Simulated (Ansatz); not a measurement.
Zincblende GaN at its r2SCAN geometry, run in the plane-wave code Ansatz at 3 levels of theory. Calculated for a static, non-magnetic cell.

The PBE+SOC input:
```yaml
crystal:
  lattice:
    - [0.0, 2.2489525403, 2.2489525403]
    - [2.2489525403, 0.0, 2.2489525403]
    - [2.2489525403, 2.2489525403, 0.0]
  atoms:
    - { symbol: Ga, position: [0.0, 0.0, 0.0] }
    - { symbol: "N", position: [0.25, 0.25, 0.25] }
kpoints:
  mp_grid: { grid: [10, 10, 10] }
  band_path:
    path:
      - [0.0, 0.0, 0.0]
      - [-0.5, -0.5, 0.0]
      - [-0.375, -0.375, 0.25]
      - [-0.375, 0.0, 0.375]
      - [0.0, 0.0, 0.5]
      - [-0.5, -0.25, 0.25]
    npoints: 1
hamiltonian:
  xc: pbe
scf:
  occupations: { method: fixed }
  n_extra_bands: 8
magnetization:
  noncollinear: true
  spin_orbit: true
output:
  forces: true
  stress: true
  eigenvalues: true
  write_density: true
  write_potential: true
  elf: true
  volumetric_format: npy
```

Main results, then, where recorded, the levels near the gap in eV from the Fermi energy (columns number the bands from 0), one row a point of the path (Γ, X, U, K, L, W):
```
Crystal: 2 atoms, lattice volume = 22.749 Å³
Symmetry: 24 space group operations + 24 with time reversal
Magnetic group: BNS 216.75 (UNI 1577)
```
```
Basis set: ecut = 420 eV, 459 PW (Γ)
k-points: 47 of 1000 (time reversal used)
SCF 1 converged in 7 iterations: F = -4167.973933 eV  dr2 = 6.13e-9
Free energy (F): -4167.973933 eV
Fermi energy:    9.745881 eV
--- Stress (GPa, compression-positive) ---
        6.199533       0.000000       0.000000
        0.000000       6.199533       0.000000
        0.000000       0.000000       6.199533
  P = ⅓ Tr σ = 6.1995 GPa (61.995 kbar)
```
```tsv
band_8	band_9	band_10	band_11	band_12	band_13	band_14	band_15	band_16	band_17	band_18	band_19	band_20	band_21	band_22	band_23
-13.078	-13.078	-13.078	-13.078	-0.012	-0.012	0.000	0.000	0.000	0.000	1.752	1.752	10.126	10.126	10.452	10.452
-12.967	-12.967	-11.468	-11.468	-6.151	-6.151	-2.749	-2.749	-2.705	-2.705	3.353	3.353	6.700	6.700	11.737	11.737
-13.052	-12.978	-11.345	-11.259	-5.895	-5.888	-4.310	-4.263	-2.195	-2.190	5.004	5.005	7.905	7.908	11.083	11.115
-13.052	-12.978	-11.345	-11.259	-5.895	-5.888	-4.310	-4.263	-2.195	-2.190	5.004	5.005	7.905	7.908	11.083	11.115
-12.980	-12.980	-11.886	-11.886	-7.079	-7.079	-0.992	-0.992	-0.966	-0.966	4.676	4.676	8.747	8.747	10.327	10.327
-13.032	-13.000	-11.224	-11.139	-5.723	-5.718	-3.744	-3.728	-3.675	-3.639	6.225	6.232	8.437	8.448	10.237	10.375
```

The PBE+SOC gap is direct at Γ: 1.75 eV.

r2SCAN. Against the first input these blocks differ (the band path and keys that only write files left aside):
```yaml
hamiltonian:
  xc: r2scan
scf:
  occupations: { method: fixed }
  n_extra_bands: 4
```
(magnetization left out)

```
Basis set: ecut = 500 eV, 561 PW (Γ)
k-points: 47 of 1000 (time reversal used)
SCF 1 converged in 8 iterations: F = -4176.373102 eV  dr2 = 2.29e-8
Free energy (F): -4176.373102 eV
Fermi energy:    9.466231 eV
--- Stress (GPa, compression-positive) ---
       -0.002826       0.000000       0.000000
        0.000000      -0.002826       0.000000
        0.000000       0.000000      -0.002826
  P = ⅓ Tr σ = -0.0028 GPa (-0.028 kbar)
```
```tsv
band_4	band_5	band_6	band_7	band_8	band_9	band_10	band_11
-13.548	-13.548	0.000	0.000	0.000	2.168	11.063	11.063
-13.469	-12.014	-6.239	-2.802	-2.802	3.774	7.301	12.634
-13.508	-11.847	-5.960	-4.375	-2.252	5.483	8.602	11.937
-13.508	-11.847	-5.960	-4.375	-2.252	5.483	8.602	11.937
-13.501	-12.399	-7.190	-1.004	-1.004	5.225	9.482	11.036
-13.536	-11.732	-5.780	-3.821	-3.723	6.742	9.203	11.005
```

The r2SCAN gap is direct at Γ: 2.17 eV. The mean stress is close to zero (0.00 GPa).

Question: Another run on the same cell gave
```
Basis set: ecut = 420 eV, 459 PW (Γ)
k-points: 16 of 216 (time reversal used)
SCF 1 stopped early in 2 iterations: F = -4167.892919 eV  dr2 = 1.25e-5
SCF 2 stopped early in 6 iterations: F = -4168.389166 eV  dr2 = 8.45e-6
hybrid outer 1: dexx = +8.651e-3 eV, tail = 4.15e-5 eV
SCF 3 converged in 4 iterations: F = -4168.388910 eV  dr2 = 4.63e-10
hybrid outer 2: dexx = +5.453e-7 eV, tail = 1.44e-8 eV, Δε = 4.74e-3 eV
Free energy (F): -4168.388910 eV
Fermi energy:    8.911473 eV
--- Stress (GPa, compression-positive) ---
       -0.029281       0.000000       0.000000
        0.000000      -0.029281       0.000000
        0.000000       0.000000      -0.029281
  P = ⅓ Tr σ = -0.0293 GPa (-0.293 kbar)
```
```tsv
band_4	band_5	band_6	band_7	band_8	band_9	band_10	band_11
-15.371	-15.371	0.000	0.000	0.000	3.005	11.962	11.962
-15.300	-13.099	-6.591	-2.925	-2.925	4.453	8.191	13.615
-15.337	-12.965	-6.260	-4.605	-2.351	6.226	9.645	12.872
-15.337	-12.965	-6.260	-4.605	-2.351	6.226	9.645	12.872
-15.332	-13.666	-7.578	-1.047	-1.047	6.120	10.440	11.933
-15.360	-12.838	-6.057	-4.045	-3.881	7.527	10.364	11.965
```
Which level of theory gave it?

Answer: It is HSE06, judged by the exchange loop and the size of the gap (a near hybrid could fit too), on 6×6×6; the blocks that differ from the first input, but for the band path:
```yaml
kpoints:
  mp_grid: { grid: [6, 6, 6] }
hamiltonian:
  xc: hse06
scf:
  occupations: { method: fixed }
  n_extra_bands: 4
```
(magnetization left out)
HSE06 gives a direct gap of 3.01 eV at Γ. The mean stress, 0.0 GPa, is small, and the program warns that its thresholds are loose for a hybrid's stress.

The hybrids run on coarser meshes, which limits their stresses and small splittings of levels.

Totals of different functionals, or with and without spin-orbit coupling, can't be compared.

Only the levels marked +SOC include spin-orbit coupling.
